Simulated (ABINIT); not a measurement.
Runs of ABINIT 10.8.3 (patched build) on BAs. Symmetry: F-43m, No. 216, cubic system. Conventional cell: a = 4.777 Å, b = 4.777 Å, c = 4.777 Å, α = 90.00°, β = 90.00°, γ = 90.00°. Around As (site symmetry -43m) lie 4 B at 2.07 Å. Around B (site symmetry -43m) lie 4 As at 2.07 Å. 

```csv
task,level,potentials or basis,k mesh,cutoff (eV),fine-grid cutoff,gap on the mesh (eV),pressure (GPa),V0 of scaled cells (Å³/atom),B0 (GPa)
band structure,rPW86PBE,JTH PAW PBE v2.0,10 × 10 × 10,408,816.342 eV,1.33,6.9,-,-
single point,PBEsol,JTH PAW PBE v2.0,8 × 8 × 8,408,816.342 eV,1.10,(b),-,-
band structure,LDA,JTH PAW LDA v2.0,10 × 10 × 10,408,816.342 eV,(a),-4.1,-,-
band structure,rSCAN,JTH PAW PBE v2.0,10 × 10 × 10,490,979.61 eV,1.39,-,-,-
band structure,BLYP,JTH PAW PBE v2.0,10 × 10 × 10,408,816.342 eV,1.41,7.6,-,-
equation of state,revPBE,JTH PAW PBE v2.0,10 × 10 × 10,408,816.342 eV,-,-,14.12,126
band structure,r2SCAN,JTH PAW PBE v2.0 sp,10 × 10 × 10,490,979.61 eV,1.37,-,-,-
equation of state,BLYP+D3(BJ),JTH PAW PBE v2.0,10 × 10 × 10,408,816.342 eV,-,-,13.53,(c)
```

Alike in all rows: no spin polarisation; cell as given; smearing fermi-dirac 0.05 eV.

Fill in the values left out.

(a) 1.13; (b) -0.7; (c) 136.

Caveats: the PAW data sets were made with another functional, which shifts forces and pressure a little (some runs); pressures at fixed basis lie under the slope of the energies (some runs); this set keeps more shells in the core, which shifts pressures and gaps (some runs).

A k mesh can miss the band edges, and the runs leave out spin-orbit coupling on As.

Not every run made on this cell is shown here.
